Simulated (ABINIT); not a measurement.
# BN (Qingsongite): changed settings of a GW run in ABINIT

Aim: change inputs of a GW run on BN (Qingsongite) and see what moves.

Method: PBE and many-body steps on it, plane waves, in ABINIT 10.8.3.

## (1) Set-up

It takes space group F-43m (No. 216, cubic). The conventional cell has a = 3.615 Å, b = 3.615 Å, c = 3.615 Å, α = 90.00°, β = 90.00°, γ = 90.00°. B has 4 N at 1.57 Å nearest. Nearest to N lie 4 B at 1.57 Å. Farther neighbours and most contacts between anions are not listed.

Structure file:

```cif
data_structure
_symmetry_space_group_name_H-M 'P 1'
_symmetry_Int_Tables_number 1
_cell_length_a 2.5562
_cell_length_b 2.5562
_cell_length_c 2.5562
_cell_angle_alpha 60.000
_cell_angle_beta 60.000
_cell_angle_gamma 60.000
_cell_volume 11.81
loop_
_atom_site_label
_atom_site_type_symbol
_atom_site_fract_x
_atom_site_fract_y
_atom_site_fract_z
_atom_site_occupancy
B1 B 0.00000 0.00000 0.00000 1
N2 N 0.25000 0.25000 0.25000 1
```

The cell and positions come from the Crystallography Open Database and are kept as given unless a step says otherwise.

## (2) Screening, 8×8×8 mesh, 103 bands, screening to 304.8 eV

This step: ABINIT 10.8.3; RPA screening on PBE, plane waves, norm-conserving pseudopotentials.

The RPA dielectric matrix is built and inverted for each q.

run.abi reads:

```
acell 3*1.0 Angstrom
rprim 
  -0.000000000000 1.807500000000 1.807500000000
  1.807500000000 0.000000000000 1.807500000000
  1.807500000000 1.807500000000 -0.000000000000
ntypat 2
znucl 5 7
natom 2
typat 1 2
xred 
  0.000000000000 0.000000000000 0.000000000000
  0.250000000000 0.250000000000 0.250000000000
pp_dirpath "pseudos"
pseudos "B.upf, N.upf"
ecut 36
ngkpt 8 8 8
nshiftk 1
shiftk 0 0 0
kptopt 1
chksymbreak 0
istwfk *1
occopt 1
irdwfk 1
optdriver 3
nband 103
ecuteps 11.2
inclvkb 2
awtr 1
symchi 1
indata_prefix "in"
outdata_prefix "out"
tmpdata_prefix "tmp"
```

Run with:

```sh
OMP_NUM_THREADS=1 mpirun -n 4 abinit run.abi > log
```

What it wrote:

```text
.Version 10.8.3 of ABINIT. v10.8.2 released Aug 2026.

 Symmetries : space group F-4 3 m (#216); Bravais cF (face-center cubic)
[... echo of the input left out ...]
== DATASET  1 ==================================================================
-   mpi_nproc: 4, omp_nthreads: 1 (-1 if OMP is not activated)

--- !DatasetInfo
iteration_state: {dtset: 1, }
dimensions: {natom: 2, nkpt: 29, mband: 103, nsppol: 1, nspinor: 1, nspden: 1, mpw: 869, }
cutoff_energies: {ecut:  36.0, pawecutdg:  -1.0, }
electrons: {nelect:   8.00000000E+00, charge:   0.00000000E+00, occopt:   1.00000000E+00, tsmear:   1.00000000E-02, }

 SCREENING: Calculation of the susceptibility and dielectric matrices

 Based on a program developped by R.W. Godby, V. Olevano, G. Onida, and L. Reining.
 Incorporated in ABINIT by V. Olevano, G.-M. Rignanese, and M. Torrent.
.Using double precision arithmetic ; gwpc =  8

[... cell and pseudopotentials left out ...]
--------------------------------------------------------------------------------

 ==== K-mesh for the wavefunctions ====
 Number of points in the irreducible wedge :    29
[... list of points left out ...]
 Together with 24 symmetry operations and time-reversal symmetry
 yields   512 points in the full Brillouin Zone.

 ==== Q-mesh for the screening function ====
 Number of points in the irreducible wedge :    29
[... list of points left out ...]
 Together with 24 symmetry operations and time-reversal symmetry
 yields   512 points in the full Brillouin Zone.

 setmesh: FFT mesh size selected  =    20x   20x   20
          total number of points  =         8000

 vcoul_init : cutoff-mode = AUXILIARY_FUNCTION
 q-points for optical limit:   1
     1)      0.000010    0.000020    0.000030

- screening: taking advantage of time-reversal symmetry
- Maximum band index for partially occupied states nbvw = 4
- Remaining bands to be divided among processors   nbcw = 99
- Number of bands treated by each node ~24

 Number of electrons calculated from density =    8.0000; Expected =    8.0000
 average of density, n =  0.100376
 r_s =    1.3348
 omega_plasma =   30.5612 [eV]

 calculating chi0 at frequencies [eV] :
  1    0.000000E+00    0.000000E+00
  2    0.000000E+00    3.056116E+01

--------------------------------------------------------------------------------
  q-point number  1        q = ( 0.000000, 0.000000, 0.000000) [r.l.u.]
--------------------------------------------------------------------------------
[... chi0 elements left out ...]
 For q-point:  0.000010 0.000020 0.000030
  dielectric constant =   4.3109
  dielectric constant without local fields =   4.6611

  Average fulfillment of the sum rule on Im[epsilon] for q-point    1 :     93.78  [%]
[... wings left out ...]
  q-point number  2        q = ( 0.125000, 0.000000, 0.000000) [r.l.u.]
--------------------------------------------------------------------------------
[... chi0 elements left out ...]
  Average fulfillment of the sum rule on Im[epsilon] for q-point    2 :     99.52  [%]

 [... 27 further q-points ...]
```

The job ended after 83 s (4 MPI ranks of Arm Neoverse V1, shared host; peak memory 0.83 GiB; 5.5 min of CPU time).

This step gave:

```yaml
eps_infinity_with_local_fields_on_this_mesh_along_the_program_s_q_direction: 4.311
the_same_without_local_fields: 4.661
plasma_frequency: 30.56 eV
plane_waves_in_the_screening_matrix: 137
```

Local fields lower ε∞ by 8 %.

## (3) Base

The self-energy is evaluated for the states that the input lists, and the levels follow from it, in one-shot runs by the linearised quasiparticle equation.

This step: G0W0 on PBE, plane waves, norm-conserving pseudopotentials.

run.abi: that of step 2 with these lines changed.

```diff
@@ -23,8 +23,17 @@
 irdwfk 1
-optdriver 3
+optdriver 4
 nband 103
+gwcalctyp 0
+ecutsigx 36
+symsigma 1
+nkptgw 2
+kptgw 
+  0.0000000000 0.0000000000 0.0000000000
+  0.5000000000 0.5000000000 0.0000000000
+bdgw 
+  2 7
+  3 6
 ecuteps 11.2
-inclvkb 2
-awtr 1
-symchi 1
+irdscr 1
+ppmodel 1
 indata_prefix "in"
```

What it wrote:

```text
.Version 10.8.3 of ABINIT. v10.8.2 released Aug 2026.

 Symmetries : space group F-4 3 m (#216); Bravais cF (face-center cubic)
[... echo of the input left out ...]
== DATASET  1 ==================================================================
-   mpi_nproc: 4, omp_nthreads: 1 (-1 if OMP is not activated)

--- !DatasetInfo
iteration_state: {dtset: 1, }
dimensions: {natom: 2, nkpt: 29, mband: 103, nsppol: 1, nspinor: 1, nspden: 1, mpw: 869, }
cutoff_energies: {ecut:  36.0, pawecutdg:  -1.0, }
electrons: {nelect:   8.00000000E+00, charge:   0.00000000E+00, occopt:   1.00000000E+00, tsmear:   1.00000000E-02, }

 SIGMA: Calculation of the GW corrections

 Based on a program developped by R.W. Godby, V. Olevano, G. Onida, and L. Reining.
 Incorporated in ABINIT by V. Olevano, G.-M. Rignanese, and M. Torrent.
.Using double precision arithmetic ; gwpc =  8

[... cell and pseudopotentials left out ...]
--------------------------------------------------------------------------------

 ==== K-mesh for the wavefunctions ====
 Number of points in the irreducible wedge :    29
[... list of points left out ...]
 Together with 24 symmetry operations and time-reversal symmetry
 yields   512 points in the full Brillouin Zone.

 ==== Q-mesh for screening function ====
 Number of points in the irreducible wedge :    29
[... list of points left out ...]
 Together with 24 symmetry operations and time-reversal symmetry
 yields   512 points in the full Brillouin Zone.

 vcoul_init : cutoff-mode = AUXILIARY_FUNCTION
 q-points for optical limit:   1
     1)      0.000010    0.000020    0.000030
 setmesh: FFT mesh size selected  =    25x   25x   25
          total number of points  =        15625

 Number of electrons calculated from density =    8.0000; Expected =    8.0000
 average of density, n =  0.100376
 r_s =    1.3348
 omega_plasma =   30.5612 [eV]

 === KS Band Gaps ===
  >>>> For spin  1
   Minimum direct gap =   8.8782 [eV], located at k-point      :   0.0000  0.0000  0.0000
   Fundamental gap    =   4.5349 [eV], Top of valence bands at :   0.0000  0.0000  0.0000
                                       Bottom of conduction at :   0.5000  0.5000  0.0000
 SIGMA fundamental parameters:
 PLASMON POLE MODEL  1
 number of plane-waves for SigmaX                  869
 number of plane-waves for SigmaC and W            137
 number of plane-waves for wavefunctions           869
 number of bands                                   103
 number of independent spin polarizations            1
 number of spinorial components                      1
 number of k-points in IBZ                          29
 number of q-points in IBZ                          29
 number of symmetry operations                      24
 number of k-points in BZ                          512
 number of q-points in BZ                          512
 number of frequencies for dSigma/dE                 9
 frequency step for dSigma/dE [eV]                0.25
 number of omega for Sigma on real axis              0
 max omega for Sigma on real axis  [eV]           0.00
 zcut for avoiding poles [eV]                     0.10

 EPSILON^-1 parameters (SCR file):
 dimension of the eps^-1 matrix on file            137
 dimension of the eps^-1 matrix used               137
 number of plane-waves for wavefunctions           869
 number of bands                                   103
 number of q-points in IBZ                          29
 number of frequencies                               2
 number of real frequencies                          1
 number of imag frequencies                          1

 matrix elements of self-energy operator (all in [eV])

 Perturbative Calculation

--- !SelfEnergy_ee
iteration_state: {dtset: 1, }
kpoint     : [   0.000,    0.000,    0.000, ]
spin       : 1
KS_gap     :    8.878
QP_gap     :   10.971
Delta_QP_KS:    2.093
data: !SigmaeeData |
     Band     E0 <VxcDFT>   SigX SigC(E0)      Z dSigC/dE  Sig(E)    E-E0       E
        2   8.220 -18.520 -22.080   2.384   0.827  -0.209 -19.492  -0.973   7.248
        3   8.220 -18.520 -22.080   2.384   0.827  -0.209 -19.492  -0.973   7.248
        4   8.220 -18.520 -22.080   2.384   0.827  -0.209 -19.492  -0.973   7.248
        5  17.099 -13.778  -7.152  -5.297   0.842  -0.187 -12.658   1.120  18.219
        6  17.099 -13.778  -7.152  -5.297   0.842  -0.187 -12.658   1.120  18.219
        7  17.099 -13.778  -7.152  -5.297   0.842  -0.187 -12.658   1.120  18.219

--- !SelfEnergy_ee
iteration_state: {dtset: 1, }
kpoint     : [   0.500,    0.500,    0.000, ]
spin       : 1
KS_gap     :    9.442
QP_gap     :   11.422
Delta_QP_KS:    1.980
data: !SigmaeeData |
     Band     E0 <VxcDFT>   SigX SigC(E0)      Z dSigC/dE  Sig(E)    E-E0       E
        3   3.313 -16.496 -21.657   3.411   0.815  -0.227 -17.923  -1.426   1.887
        4   3.313 -16.496 -21.657   3.411   0.815  -0.227 -17.923  -1.426   1.887
        5  12.755 -12.570  -7.394  -4.527   0.854  -0.171 -12.016   0.554  13.309
        6  17.562 -12.696  -6.779  -5.121   0.851  -0.176 -12.019   0.677  18.239

== END DATASET(S) ==============================================================
================================================================================

 -outvars: echo values of variables after computation  --------
           etotal      0.0000000000E+00
            nband         103
             nkpt          29
          spgroup         216
 [... the other variables as echoed above ...]

 Calculation completed.
```

Run time: 12 s. Hardware: 4 MPI ranks; peak memory 0.83 GiB.

Numbers from this step:

| Property | Result |
| --- | --- |
| G0W0 gap on the points computed | 6.061 eV |
| starting gap on the mesh | 4.535 eV |
| k of the valence top | 0, 0, 0 |
| k of the conduction bottom | 0.5, 0.5, 0 |
| Z at the valence top | 0.827 |
| Z at the conduction bottom | 0.854 |
| least direct G0W0 gap on the computed points | 10.97 eV |

The gap on the mesh goes from 4.53 eV to 6.06 eV, a correction of +1.53 eV.

## (4) Coulomb singularity

run.abi: that of step 3 with these lines changed.

```diff
@@ -38,2 +38,3 @@
 ppmodel 1
+gw_icutcoul 7
 indata_prefix "in"
```

What it wrote:

```text
.Version 10.8.3 of ABINIT. v10.8.2 released Aug 2026.

 Symmetries : space group F-4 3 m (#216); Bravais cF (face-center cubic)
[... echo of the input left out ...]
== DATASET  1 ==================================================================
-   mpi_nproc: 4, omp_nthreads: 1 (-1 if OMP is not activated)

--- !DatasetInfo
iteration_state: {dtset: 1, }
dimensions: {natom: 2, nkpt: 29, mband: 103, nsppol: 1, nspinor: 1, nspden: 1, mpw: 869, }
cutoff_energies: {ecut:  36.0, pawecutdg:  -1.0, }
electrons: {nelect:   8.00000000E+00, charge:   0.00000000E+00, occopt:   1.00000000E+00, tsmear:   1.00000000E-02, }

 SIGMA: Calculation of the GW corrections

 Based on a program developped by R.W. Godby, V. Olevano, G. Onida, and L. Reining.
 Incorporated in ABINIT by V. Olevano, G.-M. Rignanese, and M. Torrent.
.Using double precision arithmetic ; gwpc =  8

[... cell and pseudopotentials left out ...]
--------------------------------------------------------------------------------

 ==== K-mesh for the wavefunctions ====
 Number of points in the irreducible wedge :    29
[... list of points left out ...]
 Together with 24 symmetry operations and time-reversal symmetry
 yields   512 points in the full Brillouin Zone.

 ==== Q-mesh for screening function ====
 Number of points in the irreducible wedge :    29
[... list of points left out ...]
 Together with 24 symmetry operations and time-reversal symmetry
 yields   512 points in the full Brillouin Zone.

 vcoul_init : cutoff-mode = AUX_GB
 q-points for optical limit:   1
     1)      0.000010    0.000020    0.000030
 setmesh: FFT mesh size selected  =    25x   25x   25
          total number of points  =        15625

 Number of electrons calculated from density =    8.0000; Expected =    8.0000
[...]
number of omega for Sigma on real axis              0
 max omega for Sigma on real axis  [eV]           0.00
 zcut for avoiding poles [eV]                     0.10

 EPSILON^-1 parameters (SCR file):
 dimension of the eps^-1 matrix on file            137
 dimension of the eps^-1 matrix used               137
 number of plane-waves for wavefunctions           869
 number of bands                                   103
 number of q-points in IBZ                          29
 number of frequencies                               2
 number of real frequencies                          1
 number of imag frequencies                          1

 matrix elements of self-energy operator (all in [eV])

 Perturbative Calculation

--- !SelfEnergy_ee
iteration_state: {dtset: 1, }
kpoint     : [   0.000,    0.000,    0.000, ]
spin       : 1
KS_gap     :    8.878
QP_gap     :   10.969
Delta_QP_KS:    2.091
data: !SigmaeeData |
     Band     E0 <VxcDFT>   SigX SigC(E0)      Z dSigC/dE  Sig(E)    E-E0       E
        2   8.220 -18.520 -22.066   2.378   0.827  -0.209 -19.485  -0.966   7.255
        3   8.220 -18.520 -22.066   2.378   0.827  -0.209 -19.485  -0.966   7.255
        4   8.220 -18.520 -22.066   2.378   0.827  -0.209 -19.485  -0.966   7.255
[...]
--- !SelfEnergy_ee
iteration_state: {dtset: 1, }
kpoint     : [   0.500,    0.500,    0.000, ]
spin       : 1
KS_gap     :    9.442
QP_gap     :   11.420
Delta_QP_KS:    1.978
data: !SigmaeeData |
     Band     E0 <VxcDFT>   SigX SigC(E0)      Z dSigC/dE  Sig(E)    E-E0       E
[...]
5  12.755 -12.570  -7.394  -4.522   0.854  -0.171 -12.012   0.558  13.313
        6  17.562 -12.696  -6.779  -5.116   0.851  -0.176 -12.015   0.681  18.243

== END DATASET(S) ==============================================================
================================================================================

 -outvars: echo values of variables after computation  --------
           etotal      0.0000000000E+00
            nband         103
             nkpt          29
          spgroup         216
 [... the other variables as echoed above ...]

 Calculation completed.
```

Run time: 12 s. Hardware: 4 MPI ranks; peak memory 0.83 GiB.

Numbers from this step:

* G0W0 gap on the points computed: 6.058 eV
* starting gap on the mesh: 4.535 eV
* k of the valence top: 0, 0, 0
* k of the conduction bottom: 0.5, 0.5, 0
* Z at the valence top: 0.827
* Z at the conduction bottom: 0.854
* least direct G0W0 gap on the computed points: 10.97 eV

Against G0W0 in ABINIT (8×8×8 mesh, 103 bands, screening to 304.8 eV, Godby-Needs plasmon pole), the gap moves by −0.003 eV.

## (5) Side by side

Times are wall times on 4 MPI ranks of Arm Neoverse V1, shared host, good to a factor of about two. A run's time includes the screening step that it read.

| run | mesh | bands | screening cutoff (eV) | DFT gap (eV) | gap on the mesh (eV) | direct (eV) | ε∞ used | time |
| --- | --- | --- | --- | --- | --- | --- | --- | --- |
| base | 8×8×8 | 103 | 304.8 | 4.535 | 6.061 | 10.971 | 4.31 | 95 s |
| Coulomb singularity | 8×8×8 | 103 | 304.8 | 4.535 | 6.058 | 10.968 | 4.31 | 95 s |

## (6) Results

| Item | Value |
| --- | --- |
| base | 6.061 eV |
| Coulomb singularity | 6.058 eV |
| known limits | not at the basis limit |

In words: Coulomb singularity: −0.003 eV against base (keys changed: gw_icutcoul). Bands and cutoff are finite, so the gap is not at the basis limit. The miss can reach some tenths of an eV and take either sign; the mesh is an error of its own. In the G0W0 runs levels were corrected at 2 k points alone, so a gap called «on the mesh» is the least over those, and an edge elsewhere would be missed.

[Paths, hosts, dates, memory and timing lines, banners, echoed tables and standing remarks are left out of the program output.]

[Logs are printed without paths, hosts, clocks, repeated set-up lines and the standing remarks that a program may print on its own settings, such as how far it seeks lower states.]

[Runs of the session that timed out or met a known fault of the program may be left out.]

[Hosts, paths, dates, database ids (printed as entryN), source tags and the programs' standing remarks are cut or masked in the printed files.]

[G0W0 gaps are taken among the corrected bands and points alone; a level outside them can change the order at an edge.]

[Where Ansatz stands beside ABINIT at settings called matched, ABINIT's density can come from a denser mesh and the files from another edition; pairs whose starting gaps differed by over 0.03 eV were left out, so agreement reads better than it is.]
